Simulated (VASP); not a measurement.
**VASP 6.6.1, PBE single-point calculation, PbSe (strained database structure)**

INCAR

```
NBANDS = 28
LCHARG = .FALSE.
ISIF = 2
LREAL = .FALSE.
GGA = PE
PREC = Accurate
NELM = 120
SIGMA = 0.02
EDIFF = 1E-7
ISMEAR = -1
ENCUT = 520
LASPH = .TRUE.
LWAVE = .FALSE.
NSW = 0
IBRION = -1
```

KPOINTS

```
KPOINTS created by Atomic Simulation Environment
0
Gamma
6 6 6
0 0 0
```

KPOINTS_OPT

```
special points
12
Reciprocal
0.0000000000 0.0000000000 0.0000000000 1
0.4999998891 0.4999997783 -0.0000001109 1
0.7499998891 0.4999997783 0.2499998891 1
0.4999998891 -0.0000002217 -0.0000001109 1
0.5000000000 0.0000000000 0.5000000000 1
0.7223786608 -0.0000001972 0.2776211420 1
0.2776211175 -0.0000002462 -0.2776213637 1
0.4999998769 0.4447572725 -0.0552426044 1
0.9447574201 0.4447573215 0.4999999014 1
0.6779029286 -0.0000001578 0.3220969136 1
0.2890630000 0.0000000000 -0.2903650000 1
0.4583330000 -0.0807290000 0.4609370000 1
```

POSCAR

```
Pb Se
 1.0000000000000000
     0.0000000000000000    6.4026848306000002    3.0097374502999998
     3.0097387850000001    0.0000000000000000    3.0097374502999998
     3.0097387850000001    6.4026848306000002    0.0000000000000000
 Pb  Se
   2   2
Cartesian
  3.0097387850000001  1.7600367684316620  2.9586397937013822
  3.0097387849999997 11.0453328927683376  2.9586397937013822
  3.0097387850000001  8.2499660100058350  2.9585070436268430
  3.0097387849999997  4.5554036511941671  2.9585070436268426
```

VASP ran with the recommended PBE PAW datasets (40 valence electrons in the cell).

Command

```
mpirun -np 1 vasp_std
```

From OUTCAR

```
k-points           NKPTS =     46   k-points in BZ     NKDIM =     46   number of bands    NBANDS=     28

   NELECT =      40.0000    total number of electrons

   dimension x,y,z NGX =    54 NGY =   32 NGZ =   54
   dimension x,y,z NGXF=   108 NGYF=   64 NGZF=  108

  energy-cutoff  :      520.00
  volume of cell :      116.00
      direct lattice vectors                 reciprocal lattice vectors
     0.000000000  6.402684831  3.009737450    -0.166127374  0.078092240  0.166127447
     3.009738785  0.000000000  3.009737450     0.166127374 -0.078092240  0.166127447
     3.009738785  6.402684831  0.000000000     0.166127374  0.078092240 -0.166127447

 k-points in reciprocal lattice and weights: KPOINTS created by Atomic Simulation Env
   0.00000000  0.00000000  0.00000000       0.005
   0.16666667  0.00000000 -0.00000000       0.037
   0.33333333  0.00000000  0.00000000       0.037
   0.50000000  0.00000000  0.00000000       0.019
   0.16666667  0.16666667  0.00000000       0.009
   0.00000000 -0.16666667 -0.16666667       0.009
   0.33333333  0.16666667  0.00000000       0.037
   0.00000000 -0.33333333 -0.16666667       0.037
   ...

 E-fermi :   4.9829

 k-point     1 :       0.0000    0.0000    0.0000
  band No.  band energies     occupation
      1     -11.9816      2.00000
      2     -11.9628      2.00000
      3     -11.9007      2.00000
      4     -11.8902      2.00000
      5     -11.8809      2.00000
      6     -11.8602      2.00000
      7     -11.8544      2.00000
      8     -11.8544      2.00000
      9     -11.8530      2.00000
     10     -11.8530      2.00000
     11      -8.8482      2.00000
     12      -7.2874      2.00000
     13      -2.3918      2.00000
     14      -1.7711      2.00000
     15       0.1764      2.00000
     16       1.8915      2.00000
     17       1.8915      2.00000
     18       2.7035      2.00000
     19       2.7035      2.00000
     20       4.8237      1.99930
     21       8.6162      0.00000
     22       9.1117      0.00000
     23       9.3047      0.00000
     24       9.3047      0.00000
     25       9.5450      0.00000
     26      10.0667      0.00000
     27      10.9834      0.00000
     28      10.9834      0.00000

 k-point     2 :       0.1667    0.0000   -0.0000
  band No.  band energies     occupation
      1     -11.9910      2.00000
      2     -11.9342      2.00000
      3     -11.8930      2.00000
      4     -11.8896      2.00000
      5     -11.8835      2.00000
      6     -11.8747      2.00000
      7     -11.8656      2.00000
      8     -11.8573      2.00000
      9     -11.8469      2.00000
     10     -11.8409      2.00000
     11      -8.6866      2.00000
     12      -7.2805      2.00000
     13      -2.8621      2.00000
     14      -2.2146      2.00000
     15       0.4675      2.00000
     16       2.1119      2.00000
     17       2.2813      2.00000
     18       2.9345      2.00000
     19       3.1931      2.00000
     20       4.6029      2.00000
     21       7.5737      0.00000
     22       8.4193      0.00000
     23       8.5414      0.00000
     24       9.1553      0.00000
     25       9.5171      0.00000
     26      10.0183      0.00000
     27      10.6644      0.00000
     28      11.0569      0.00000

 k-point     3 :       0.3333    0.0000    0.0000
  band No.  band energies     occupation
      1     -11.9936      2.00000
      2     -11.9038      2.00000
      3     -11.9023      2.00000
      4     -11.8953      2.00000
      5     -11.8857      2.00000
      6     -11.8756      2.00000
      7     -11.8598      2.00000
      8     -11.8568      2.00000
      9     -11.8441      2.00000
     10     -11.8316      2.00000
     11      -8.2477      2.00000
     12      -7.3469      2.00000
     13      -3.6337      2.00000
     14      -3.0097      2.00000
     15       1.2651      2.00000
     16       2.7175      2.00000
     17       3.0169      2.00000
     18       3.4364      2.00000
     19       3.8651      2.00000
     20       4.2958      2.00000
     21       6.1276      0.00000
     22       7.0932      0.00000
     23       7.6011      0.00000
     24       7.8105      0.00000
     25       8.3177      0.00000
     26       9.2260      0.00000
     27      11.9447      0.00000
     28      12.2036      0.00000

 k-point     4 :       0.5000    0.0000    0.0000
  band No.  band energies     occupation
      1     -11.9932      2.00000
      2     -11.9077      2.00000
      3     -11.9074      2.00000
      4     -11.8956      2.00000
      5     -11.8877      2.00000
      6     -11.8691      2.00000
      7     -11.8611      2.00000
      8     -11.8424      2.00000
      9     -11.8421      2.00000
     10     -11.8283      2.00000
     11      -7.7742      2.00000
     12      -7.6181      2.00000
     13      -3.9478      2.00000
     14      -3.4033      2.00000
     15       2.2950      2.00000
     16       2.5052      2.00000
     17       3.3433      2.00000
     18       3.5040      2.00000
     19       4.1323      2.00000
     20       4.5745      2.00000
     21       5.8963      0.00000
     22       6.4433      0.00000
     23       6.7124      0.00000
     24       7.2642      0.00000
     25       7.2748      0.00000
     26       9.0339      0.00000
     27      12.1289      0.00000
     28      13.1195      0.00000

 k-point     5 :       0.1667    0.1667    0.0000
  band No.  band energies     occupation
      1     -11.9632      2.00000
      2     -11.9543      2.00000
      3     -11.9014      2.00000
      4     -11.8849      2.00000
      5     -11.8773      2.00000
      6     -11.8768      2.00000
      7     -11.8653      2.00000
      8     -11.8561      2.00000
      9     -11.8547      2.00000
     10     -11.8407      2.00000
     11      -8.5425      2.00000
     12      -7.2295      2.00000
     13      -2.9426      2.00000
     14      -2.5488      2.00000
     15       0.5590      2.00000
     16       1.3467      2.00000
     17       2.2169      2.00000
     18       3.4252      2.00000
     19       3.9969      2.00000
     20       4.6930      2.00000
     21       6.5629      0.00000
     22       8.1178      0.00000
     23       8.1686      0.00000
     24       8.9276      0.00000
     25       9.5306      0.00000
     26       9.7300      0.00000
     27      11.9858      0.00000
     28      12.0161      0.00000

 k-point     6 :       0.0000   -0.1667   -0.1667
  band No.  band energies     occupation
      1     -11.9632      2.00000
      2     -11.9543      2.00000
      3     -11.9014      2.00000
      4     -11.8849      2.00000
      5     -11.8773      2.00000
      6     -11.8768      2.00000
      7     -11.8653      2.00000
      8     -11.8561      2.00000
      9     -11.8547      2.00000
     10     -11.8407      2.00000
     11      -8.5425      2.00000
     12      -7.2295      2.00000
     13      -2.9426      2.00000
     14      -2.5488      2.00000
     15       0.5590      2.00000
     16       1.3467      2.00000
     17       2.2169      2.00000
     18       3.4252      2.00000
     19       3.9969      2.00000
     20       4.6930      2.00000
     21       6.5629      0.00000
     22       8.1178      0.00000
     23       8.1686      0.00000
     24       8.9276      0.00000
     25       9.5306      0.00000
     26       9.7301      0.00000
     27      11.9858      0.00000
     28      12.0163      0.00000

 k-point     7 :       0.3333    0.1667    0.0000
  band No.  band energies     occupation
      1     -11.9827      2.00000
      2     -11.9408      2.00000
      3     -11.9159      2.00000
      4     -11.8825      2.00000
      5     -11.8770      2.00000
      6     -11.8716      2.00000
      7     -11.8638      2.00000
      8     -11.8543      2.00000
      9     -11.8459      2.00000
     10     -11.8332      2.00000
     11      -8.1246      2.00000
     12      -7.2489      2.00000
     13      -3.3819      2.00000
     14      -3.0872      2.00000
     15       1.1596      2.00000
     16       1.3572      2.00000
     17       2.2615      2.00000
     18       3.3998      2.00000
     19       3.7429      2.00000
     20       4.6099      2.00000
     21       6.6872      0.00000
     22       6.9546      0.00000
     23       7.3837      0.00000
     24       8.6524      0.00000
     25       9.4729      0.00000
     26       9.9198      0.00000
     27      11.6922      0.00000
     28      12.1385      0.00000

 ...

  Total        3.6140451      2.5454732      3.6141059      0.0000000      0.0000000      0.0000000
  in kB       49.9177048     35.1584388     49.9185444      0.0000000      0.0000000      0.0000000
  external PRESSURE =      44.9982294 kB  Pullay stress =       0.0000000 kB

 POSITION                                       TOTAL-FORCE (eV/Angst)
 -----------------------------------------------------------------------------------
      3.00974      1.76004      2.95864         0.000000     -0.069410     -0.000166
      3.00974     11.04533      2.95864         0.000000      0.069410     -0.000166
      3.00974      8.24997      2.95851         0.000000     -0.143072      0.000166
      3.00974      4.55540      2.95851         0.000000      0.143072      0.000166
 -----------------------------------------------------------------------------------
    total drift:                                0.000003      0.000004      0.000013

  FREE ENERGIE OF THE ION-ELECTRON SYSTEM (eV)
  ---------------------------------------------------
  free  energy   TOTEN  =       -15.9169821012 eV

  energy  without entropy=      -15.9169809296  energy(sigma->0) =      -15.91698152
```

```yaml
gap_between_bands_v_and_c: 0.21 eV
least_direct_gap: 0.92 eV
pressure: 4.5 GPa
largest_force: 0.14 eV/Å
```

Band v is the last that the valence electrons fill when counted band by band, and c is the next.

The run took about 3.9 min on one core of a shared host (Intel Xeon Platinum 8488C) and held 0.44 GiB at most.
